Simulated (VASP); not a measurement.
# Sn (I4_1/amd) in VASP: a series of runs, part 2 of 2

VASP 6.6.1. The steps go on from the part before.

## (3) Relaxation of cell and atoms, LDA

This run uses another cell than the first one, of 26.15 Å³/atom, 0.962 times its volume.

The input, INCAR:

```
SYSTEM = Sn
ALGO = Normal ; EDIFF = 1E-7
EDIFFG = -0.005 ; ENCUT = 600
IBRION = 2 ; ISIF = 3
ISMEAR = 0 ; LASPH = .True.
LCHARG = .False. ; LREAL = .False.
LWAVE = .False. ; NELM = 80
NSW = 90 ; PREC = Accurate
SIGMA = 0.03
```

The input, KPOINTS:

```
k-points
0
Gamma
  12 12 12
  0 0 0
```

The input, POSCAR:

```
Sn                                      
1.0
   -2.8894164346      2.8894164346      1.5661021668
    2.8894164346     -2.8894164346      1.5661021668
    2.8894164346      2.8894164346     -1.5661021668
  Sn            
     2
Direct
     0.0000000000000000    0.0000000000000000    0.0000000000000000
     0.7500000000000000    0.2500000000000000    0.5000000000000000
```

Potentials or basis: VASP PAW LDA potentials, release 64 (Sn_d).

Run with:

```sh
$ cat potpaw_LDA.64/Sn_d/POTCAR > POTCAR
$ mpirun -np 1 vasp_std > vasp.out
```

OUTCAR:

```text
SYSTEM = Sn
   EDIFF = 1E-7
   EDIFFG = -0.005
   ENCUT = 600
   IBRION = 2
   ISIF = 3
   ISMEAR = 0
   LASPH = .True.
   LREAL = .False.
   NELM = 80
   NSW = 90
   PREC = Accurate

 ion  position               nearest neighbor table
   1  0.000  0.000  0.000-   2 2.99   2 2.99   2 2.99   2 2.99   2 3.72   2 3.72   2 3.72   2 3.72

   2  0.750  0.250  0.500-   1 2.99   1 2.99   1 2.99   1 2.99   1 3.72   1 3.72   1 3.72   1 3.72

  LATTYP: Found a body centered tetragonal cell.
 ALAT       =     5.7788328692
 C/A-ratio  =     0.5420133104

  Lattice vectors:
[... 744 lines left out ...]

  FORCE on cell =-STRESS in cart. coord.  units (eV):
  Direction    XX          YY          ZZ          XY          YZ          ZX
  --------------------------------------------------------------------------------------
  -------------------------------------------------------------------------------------
  Total        0.0022298      0.0022298      0.0023225      0.0000000      0.0000000      0.0000000
  in kB        0.0682645      0.0682645      0.0710998      0.0000000      0.0000000      0.0000000
  external PRESSURE =       0.0692096 kB  Pullay stress =       0.0000000 kB

 VOLUME and BASIS-vectors are now :
 -----------------------------------------------------------------------------
  energy-cutoff  :      600.00
  volume of cell :       52.33
      direct lattice vectors                 reciprocal lattice vectors
    -2.890130671  2.890130671  1.566375192     0.000000000  0.173002558  0.319208324
     2.890130671 -2.890130671  1.566375192     0.173002558  0.000000000  0.319208324
     2.890130671  2.890130671 -1.566375192     0.173002558  0.173002558  0.000000000

 POSITION                                       TOTAL-FORCE (eV/Angst)
 -----------------------------------------------------------------------------------
      2.89013     -2.89013      1.56638        -0.000000      0.000000     -0.000000
      0.00000      2.89013      0.78319         0.000000     -0.000000      0.000000
 -----------------------------------------------------------------------------------
    total drift:                               -0.000000      0.000000     -0.000000

  FREE ENERGIE OF THE ION-ELECTRON SYSTEM (eV)
  ---------------------------------------------------
  free  energy   TOTEN  =        -8.9813642884 eV

  energy  without entropy=       -8.9809457918  energy(sigma->0) =       -8.98115504

 reached required accuracy - stopping structural energy minimisation
```

OSZICAR:

```text
N       E                     dE             d eps       ncg     rms          rms(c)
DAV:   1     0.211145569118E+03    0.21115E+03   -0.16202E+04  5888   0.269E+03
DAV:   2     0.100992770769E+02   -0.20105E+03   -0.19891E+03  5878   0.479E+02
DAV:   3    -0.843206935486E+01   -0.18531E+02   -0.18323E+02  6662   0.146E+02
DAV:   4    -0.900373196912E+01   -0.57166E+00   -0.56960E+00  6832   0.276E+01
DAV:   5    -0.902561230962E+01   -0.21880E-01   -0.21876E-01  7992   0.495E+00    0.261E+00
DAV:   6    -0.899417758075E+01    0.31435E-01   -0.39189E-02  7644   0.311E+00    0.142E+00
DAV:   7    -0.898192160677E+01    0.12256E-01   -0.21467E-02  7682   0.221E+00    0.160E-01
DAV:   8    -0.898135371200E+01    0.56789E-03   -0.19427E-03  6992   0.714E-01    0.300E-02
DAV:   9    -0.898135831759E+01   -0.46056E-05   -0.47365E-05  7650   0.718E-02    0.113E-02
DAV:  10    -0.898135854425E+01   -0.22666E-06   -0.40757E-06  7496   0.268E-02    0.173E-03
DAV:  11    -0.898135854511E+01   -0.86720E-09   -0.25399E-07  5062   0.693E-03
   1 F= -.89813585E+01 E0= -.89811496E+01  d E =-.898136E+01
       N       E                     dE             d eps       ncg     rms          rms(c)
DAV:   1    -0.898150229574E+01   -0.14375E-03   -0.31211E-03  6404   0.994E-01    0.629E-02
DAV:   2    -0.898139084502E+01    0.11145E-03   -0.20001E-04  7230   0.254E-01    0.279E-02
DAV:   3    -0.898136559573E+01    0.25249E-04   -0.78703E-05  7680   0.152E-01    0.351E-03
DAV:   4    -0.898136442219E+01    0.11735E-05   -0.27923E-06  6550   0.223E-02    0.111E-03
DAV:   5    -0.898136429432E+01    0.12787E-06   -0.10226E-07  3406   0.400E-03    0.470E-04
DAV:   6    -0.898136428843E+01    0.58844E-08   -0.56478E-08  3072   0.393E-03
   2 F= -.89813643E+01 E0= -.89811550E+01  d E =-.574332E-05
```

CONTCAR:

```text
Sn
   1.00000000000000
    -2.8901306706594574    2.8901306706594574    1.5663751916396540
     2.8901306706594574   -2.8901306706594574    1.5663751916396540
     2.8901306706594574    2.8901306706594574   -1.5663751916396540
  Sn
     2
Direct
     0.0000000000000000    1.0000000000000000    0.0000000000000000
     0.7500000000000000    0.2500000000000000    0.5000000000000000

  0.00000000E+00  0.00000000E+00  0.00000000E+00
  0.00000000E+00  0.00000000E+00  0.00000000E+00
```

Wall time 2.3 min (1 thread of Intel Xeon Platinum 8488C (Sapphire Rapids), shared host); peak memory 0.29 GiB.

What came out:

- Free energy: -8.9814 eV
- Relaxed volume: 26.17 Å³/atom
- Relaxed cell: a = 4.377 Å, b = 4.377 Å, c = 4.377 Å, α = 97.36°, β = 97.36°, γ = 138.06°
- Space group after relaxing (to 0.05 Å): I4_1/amd (No. 141)
- Energy gained by relaxing: 0.0 meV/atom
- Ionic steps: 2
- Pressure after relaxing: 0.0 GPa
- Band gap on the k mesh: none (metal or under the smearing width)

Final structure:
```cif
data_structure
_symmetry_space_group_name_H-M 'P 1'
_symmetry_Int_Tables_number 1
_cell_length_a 4.3771
_cell_length_b 4.3771
_cell_length_c 4.3771
_cell_angle_alpha 97.357
_cell_angle_beta 97.357
_cell_angle_gamma 138.063
_cell_volume 52.33
loop_
_atom_site_label
_atom_site_type_symbol
_atom_site_fract_x
_atom_site_fract_y
_atom_site_fract_z
_atom_site_occupancy
Sn1 Sn 0.00000 0.00000 0.00000 1
Sn2 Sn 0.75000 0.25000 0.50000 1
```

Levels at points of the mesh, in eV from the Fermi level:
```csv
k point,band 11,band 12,band 13,band 14,band 15,band 16,band 17,band 18
"(0.00, 0.00, 0.00)",-11.43,-3.68,-2.09,-2.09,3.00,6.30,6.30,7.10
"(0.50, 0.00, 0.00)",-7.01,-5.52,-2.34,-1.80,-1.18,2.29,2.90,4.83
"(0.50, 0.50, 0.00)",-9.12,-9.12,0.57,0.57,1.59,1.59,6.20,6.20
"(0.50, 0.50, 0.50)",-7.72,-7.72,-4.99,-4.99,5.24,5.24,9.56,9.56
```

## (4) Relaxation of cell and atoms, PBE+D3(BJ)

The input, INCAR:

```
ALGO = Normal
EDIFF = 1E-6
EDIFFG = -0.01
ENCUT = 600
GGA = PE
IBRION = 2
ISIF = 3
ISMEAR = 0
IVDW = 12
LASPH = T
LCHARG = F
LREAL = F
LWAVE = F
NELM = 80
NSW = 90
PREC = Accurate
SIGMA = 0.03
```

The input, KPOINTS:

```
k-points
0
Gamma
  12 12 12
```

The input, POSCAR:

```
Sn
1.0
   -2.9196440800      2.9196440800      1.5938000000
    2.9196440800     -2.9196440800      1.5938000000
    2.9196440800      2.9196440800     -1.5938000000
Sn
2
Direct
    0.0000000000      0.0000000000      0.0000000000
    0.7500000000      0.2500000000      0.5000000000
```

Potentials or basis: VASP PAW PBE potentials, release 64 (Sn_d).

Run with:

```sh
$ cat potpaw_PBE.64/Sn_d/POTCAR > POTCAR
$ mpirun -np 1 vasp_std > vasp.out
```

Wall time 2.7 min (1 thread of Intel Xeon Platinum 8488C (Sapphire Rapids), shared host); peak memory 0.33 GiB.

It converged, with:

* Free energy: -8.3737 eV
* Relaxed volume: 27.19 Å³/atom
* Relaxed cell: a = 4.431 Å, b = 4.431 Å, c = 4.431 Å, α = 97.38°, β = 97.38°, γ = 137.99°
* Space group after relaxing (to 0.05 Å): I4_1/amd (No. 141)
* Energy gained by relaxing: 0.2 meV/atom
* Ionic steps: 3
* Pressure after relaxing: 0.0 GPa
* Band gap on the k mesh: none (metal or under the smearing width)
* Dispersion energy per atom: -0.389 eV

Step by step:
| step | energy change (eV) | largest force (eV/Å) | pressure (GPa) | volume (Å³) |
| --- | --- | --- | --- | --- |
| 1 | 0.0000 | 0.0000 | 0.01 | 54.34 |
| 2 | -0.0003 | 0.0000 | 0.02 | 54.36 |
| 3 | -0.0003 | 0.0000 | 0.00 | 54.37 |

Final structure:
```
Sn
1.0
    -2.92520    2.92520    1.58860
     2.92520   -2.92520    1.58860
     2.92520    2.92520   -1.58860
Sn
2
Direct
  0.00000 0.00000 0.00000
  0.75000 0.25000 0.50000
```

Levels at points of the mesh, in eV from the Fermi level:
```tsv
k point	band 11	band 12	band 13	band 14	band 15	band 16	band 17	band 18
(0.00, 0.00, 0.00)	-11.12	-3.67	-1.98	-1.98	2.97	6.19	6.19	6.88
(0.50, 0.00, 0.00)	-6.90	-5.38	-2.32	-1.71	-1.12	2.26	2.85	4.67
(0.50, 0.50, 0.00)	-8.89	-8.89	0.58	0.58	1.56	1.56	6.06	6.06
(0.50, 0.50, 0.50)	-7.56	-7.56	-4.80	-4.80	5.09	5.09	9.34	9.34
```

Caveat: pairwise dispersion overbinds metals, which lowers pressure and volume.
